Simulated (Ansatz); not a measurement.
SrO (P6_3/mmc) under several functionals

Plane-wave DFT in Ansatz with scalar-relativistic PAW potentials. The same structure was relaxed (cell and atoms, symmetry kept) in separate runs at each level. This form isn't the usual stable structure of the compound. No spin polarisation.

**Question.** How do the levels LDA, PBE, PBE+D3(BJ) compare?

**Answer.**
| level | cutoff (eV) | k mesh | V (Å³/atom) | a (Å) | c (Å) | gap (eV) |
| --- | --- | --- | --- | --- | --- | --- |
| LDA | 420 | 9×9×4 | 15.939 | 3.478 | 6.086 | 2.97 |
| PBE+D3(BJ) | 420 | 9×9×4 | 16.807 | 3.540 | 6.194 | 3.13 |
| PBE | 420 | 9×9×4 | 17.292 | 3.577 | 6.243 | 2.97 |

The usual order of volumes, LDA < PBE, holds here (15.939, 17.292 Å³/atom). As a rule LDA overbinds; PBE's gradient term for exchange weakens bonds. Adding D3 to PBE changes the volume by -2.8 %; the term is attractive, so it pulls cells in. In ionic crystals its C6 for cations, set by coordination number and not by charge, is often too large, so it can pull in too far. Each gap belongs to its own cell, so it mixes the functional's effect with that of the volume; gaps are the least found on the k mesh or on a band path.

An odd mesh misses points on the zone edge, so a gap read on it can be too wide.

Cost: 3 runs of about 1.2 core-minutes in all, on Arm Neoverse V1 (shared hosts).